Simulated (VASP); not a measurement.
A run of VASP 6.6.1 is set up as follows.

Contents of INCAR:

```
SYSTEM = ZnS
PREC = Accurate ; ENCUT = 600
EDIFF = 1E-6 ; ISMEAR = 0
SIGMA = 0.03 ; LREAL = .FALSE.
LASPH = .TRUE. ; NELM = 80
ALGO = Normal ; ISIF = 3
LWAVE = .FALSE. ; LCHARG = .FALSE.
GGA = PS ; IBRION = 2
NSW = 90 ; EDIFFG = -0.01
KPAR = 8
```

File KPOINTS:

```
regular mesh
0
G
  10 10 10
  0 0 0
```

File POSCAR:

```
ZnS
1.0
    0.0000000000      2.7020000000      2.7020000000
    2.7020000000      0.0000000000      2.7020000000
    2.7020000000      2.7020000000      0.0000000000
Zn S
1 1
Direct
    0.2500000000      0.2500000000      0.2500000000
    0.0000000000      0.0000000000      0.0000000000
```

Potentials or basis: VASP PAW PBE potentials, release 64 (Zn, S).

Run with:

```sh
$ cat potpaw_PBE.64/Zn/POTCAR potpaw_PBE.64/S/POTCAR > POTCAR
$ mpirun -np 8 vasp_std > vasp.out
```

(1) What does it give for the relaxed volume?

(2) Predict the band gap on the k mesh.

(3) Predict the relaxed cell.

(4) Predict the space group after relaxing (to 0.05 Å).

Answers

(1) 19.26 Å³/atom.

(2) 2.08 eV, direct.

(3) a = 3.791 Å, b = 3.791 Å, c = 3.791 Å, α = 60.00°, β = 60.00°, γ = 60.00°.

(4) F-43m (No. 216).

Caveat: the PAW data sets were made with another functional, which shifts forces and pressure a little.
